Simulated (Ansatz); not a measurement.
## Mg in Ansatz: convergence with smearing width

Mg:

```xyz
2
Lattice="3.2093 0.0000 0.0000 -1.6046 2.7793 0.0000 0.0000 0.0000 5.2103" Properties=species:S:1:pos:R:3 pbc="T T T"
Mg    1.6123    0.9410    3.9302
Mg   -0.0125    1.8927    1.2669
```

The cell isn't the ideal one: atoms moved at random, drawn with an rms of 0.05 Å.

* Program: Ansatz 0.2.0
* Task: convergence study
* Functional: PBE
* Potentials or basis: Ansatz PAW
* Cutoff: 420 eV (not typed: the program's choice for these potentials)
* k mesh: 7 × 7 × 4
* Occupations: fermi-dirac, width 0.3 eV
* Spin: no spin polarisation

These are the settings of the first run; the series varies smearing width, with any setting tied to it.

Hardware: 2 threads of Intel(R) Xeon(R) Processor @ 2.50GHz (Skylake/Cascade Lake) (shared host).

The values tried are 0.3 eV, 0.2 eV, 0.15 eV, 0.1 eV, 0.05 eV, 0.025 eV, 0.01 eV, 0.005 eV, loosest first. From which on does the largest force stay within 0.005 eV/Å of the tightest run that finished?

From 0.05 eV on.

| smearing width | energy less the tightest run, at zero smearing (meV/atom) | pressure (GPa) | largest force (eV/Å) | SCF cycles | CPU time (s) | peak memory (GiB) |
| --- | --- | --- | --- | --- | --- | --- |
| 0.3 eV | 0.42 | -0.05 | 0.161 | 7 | 5.8 | 0.35 |
| 0.2 eV | -1.22 | -0.17 | 0.169 | 7 | 6 | 0.35 |
| 0.15 eV | -1.23 | -0.20 | 0.175 | 6 | 5.3 | 0.35 |
| 0.1 eV | -1.00 | -0.20 | 0.183 | 6 | 5 | 0.35 |
| 0.05 eV | -0.62 | -0.20 | 0.190 | 6 | 5.2 | 0.35 |
| 0.025 eV | -0.30 | -0.21 | 0.193 | 6 | 5.4 | 0.35 |
| 0.01 eV | -0.07 | -0.21 | 0.194 | 6 | 5.4 | 0.35 |
| 0.005 eV | 0.00 | -0.21 | 0.193 | 6 | 5.3 | 0.35 |

Against the tightest run, the energy stays within 1 meV/atom from 0.1 eV on; the pressure stays within 0.1 GPa from 0.2 eV on. Narrower smearing needs a denser k mesh, so at a fixed mesh the narrowest width isn't the most accurate. The tightest run that finished is the yardstick and may itself not be fully converged.
